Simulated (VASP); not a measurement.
**VASP 6.6.1 run: SrO**

INCAR

```
ENCUT = 520
ISMEAR = -1
NSW = 0
NELM = 90
GGA = PE
LMAXMIX = 4
LASPH = .TRUE.
LWAVE = .FALSE.
SIGMA = 0.02
IBRION = -1
LCHARG = .FALSE.
NBANDS = 15
LREAL = .FALSE.
EDIFF = 1E-7
PREC = Accurate
ISIF = 2
NELECT = 15.98
```

KPOINTS

```
KPOINTS created by Atomic Simulation Environment
0
Gamma
8 8 8
0 0 0
```

POSCAR

```
Sr O
 1.0000000000000000
     0.0285068023000000    2.5826002048999999    2.5826002048999999
     2.5826002048999999    0.0285068023000000    2.5826002048999999
     2.5826002048999999    2.5826002048999999    0.0285068023000000
 Sr  O
   1   1
Cartesian
  0.0000000000000000  0.0000000000000000  0.0000000000000000
  2.5968536060499994  2.5968536060499994  2.5968536060499994
```

The recommended PBE PAW datasets give the neutral cell 16 valence electrons.

Command

```
mpirun -np 1 vasp_std
```

OSZICAR

```
N       E                     dE             d eps       ncg     rms          rms(c)
DAV:   1     0.688194104858E+02    0.68819E+02   -0.79462E+03  1950   0.977E+02
DAV:   2    -0.111410667327E+02   -0.79960E+02   -0.73536E+02  2706   0.221E+02
DAV:   3    -0.141514154789E+02   -0.30103E+01   -0.29940E+01  2578   0.386E+01
DAV:   4    -0.142081518273E+02   -0.56736E-01   -0.56730E-01  2400   0.514E+00
DAV:   5    -0.142095494895E+02   -0.13977E-02   -0.13976E-02  2431   0.632E-01    0.168E+01
DAV:   6    -0.122076220397E+02    0.20019E+01   -0.64149E+00  1992   0.192E+01    0.194E+01
DAV:   7    -0.120778349439E+02    0.12979E+00   -0.27978E-01  2314   0.472E+00    0.113E+01
DAV:   8    -0.120680824379E+02    0.97525E-02   -0.11379E-01  2517   0.337E+00    0.435E-01
DAV:   9    -0.120694959268E+02   -0.14135E-02   -0.55260E-03  2484   0.470E-01    0.230E-01
DAV:  10    -0.120699853677E+02   -0.48944E-03   -0.43013E-04  2097   0.191E-01    0.836E-02
DAV:  11    -0.120701289031E+02   -0.14354E-03   -0.13726E-04  2097   0.859E-02    0.294E-02
DAV:  12    -0.120701468591E+02   -0.17956E-04   -0.28667E-05  2097   0.389E-02    0.227E-02
DAV:  13    -0.120701471000E+02   -0.24089E-06   -0.14400E-06  2160   0.106E-02    0.331E-03
DAV:  14    -0.120701469954E+02    0.10460E-06   -0.98374E-08  2381   0.244E-03    0.232E-03
DAV:  15    -0.120701469733E+02    0.22097E-07   -0.13197E-08  1150   0.105E-03
   1 F= -.12070147E+02 E0= -.12069775E+02  d E =-.744266E-03
```

Standard output (part)

```
POSCAR found type information on POSCAR SrO
 POSCAR found :  2 types and       2 ions
 LDA part: xc-table for (Slater+PW92), standard interpolation
 POSCAR, INCAR and KPOINTS ok, starting setup
 WAVECAR not read
 entering main loop
 the old and the new charge density differ
    0.168E+01
```

From OUTCAR

```
k-points           NKPTS =     65   k-points in BZ     NKDIM =     65   number of bands    NBANDS=     15

   NELECT =      15.9800    total number of electrons

   dimension x,y,z NGX =    28 NGY =   28 NGZ =   28
   dimension x,y,z NGXF=    56 NGYF=   56 NGZF=   56

  energy-cutoff  :      520.00
  volume of cell :       33.88
      direct lattice vectors                 reciprocal lattice vectors
     0.028506802  2.582600205  2.582600205    -0.196838674  0.194689685  0.194689685
     2.582600205  0.028506802  2.582600205     0.194689685 -0.196838674  0.194689685
     2.582600205  2.582600205  0.028506802     0.194689685  0.194689685 -0.196838674

 k-points in reciprocal lattice and weights: KPOINTS created by Atomic Simulation Env
   0.00000000  0.00000000  0.00000000       0.002
   0.12500000  0.00000000 -0.00000000       0.012
   0.25000000  0.00000000 -0.00000000       0.012
   0.37500000  0.00000000  0.00000000       0.012
   0.50000000  0.00000000 -0.00000000       0.006
   0.12500000  0.12500000  0.00000000       0.012
   0.25000000  0.12500000  0.00000000       0.023
   0.37500000  0.12500000  0.00000000       0.023
   ...

 E-fermi :   1.6222

 k-point     1 :       0.0000    0.0000    0.0000
  band No.  band energies     occupation
      1     -30.6888      2.00000
      2     -13.4411      2.00000
      3     -12.3301      2.00000
      4     -12.3203      2.00000
      5     -12.3203      2.00000
      6       1.6333      0.72974
      7       1.6664      0.19737
      8       1.6664      0.19737
      9       5.6972      0.00000
     10       7.7787      0.00000
     11       7.9767      0.00000
     12       7.9767      0.00000
     13      10.0845      0.00000
     14      10.0845      0.00000
     15      14.4338      0.00000

 k-point     2 :       0.1250    0.0000   -0.0000
  band No.  band energies     occupation
      1     -30.6682      2.00000
      2     -13.7983      2.00000
      3     -12.3404      2.00000
      4     -12.3343      2.00000
      5     -12.0158      2.00000
      6       1.2131      2.00000
      7       1.4339      1.99984
      8       1.4712      1.99895
      9       6.3958      0.00000
     10       7.7861      0.00000
     11       8.1134      0.00000
     12       8.2906      0.00000
     13      10.4914      0.00000
     14      10.4921      0.00000
     15      15.4527      0.00000

 k-point     3 :       0.2500    0.0000   -0.0000
  band No.  band energies     occupation
      1     -30.6180      2.00000
      2     -14.3658      2.00000
      3     -12.3678      2.00000
      4     -12.3676      2.00000
      5     -11.5730      2.00000
      6       0.3894      2.00000
      7       0.9954      2.00000
      8       1.0493      2.00000
      9       7.7038      0.00000
     10       7.9423      0.00000
     11       8.9492      0.00000
     12       9.1437      0.00000
     13      11.5080      0.00000
     14      11.5098      0.00000
     15      17.4725      0.00000

 ...

  Total        0.6807965      0.6807965      0.6807965     -0.1262605     -0.1262605     -0.1262605
  in kB       32.1941455     32.1941455     32.1941455     -5.9707244     -5.9707244     -5.9707244
  external PRESSURE =      32.1941455 kB  Pullay stress =       0.0000000 kB

 POSITION                                       TOTAL-FORCE (eV/Angst)
 -----------------------------------------------------------------------------------
      0.00000      0.00000      0.00000         0.000000     -0.000000      0.000000
      2.59685      2.59685      2.59685        -0.000000      0.000000     -0.000000
 -----------------------------------------------------------------------------------
    total drift:                                0.000000      0.000000      0.000000

  FREE ENERGIE OF THE ION-ELECTRON SYSTEM (eV)
  ---------------------------------------------------
  free  energy   TOTEN  =       -12.0701469733 eV

  energy  without entropy=      -12.0694027072  energy(sigma->0) =      -12.06977484
```

It converged. Results: pressure 3.2 GPa.

The cell is charged and sits in a uniform background.

For comparison, a separate PBE run of the intended cell, on usual settings and not on those above, gives a gap of 3.25 eV on its mesh and a pressure of 3.7 GPa.

The run above took about 30 s on one core of a shared host (Intel Xeon Platinum 8488C) and held 0.18 GiB at most.
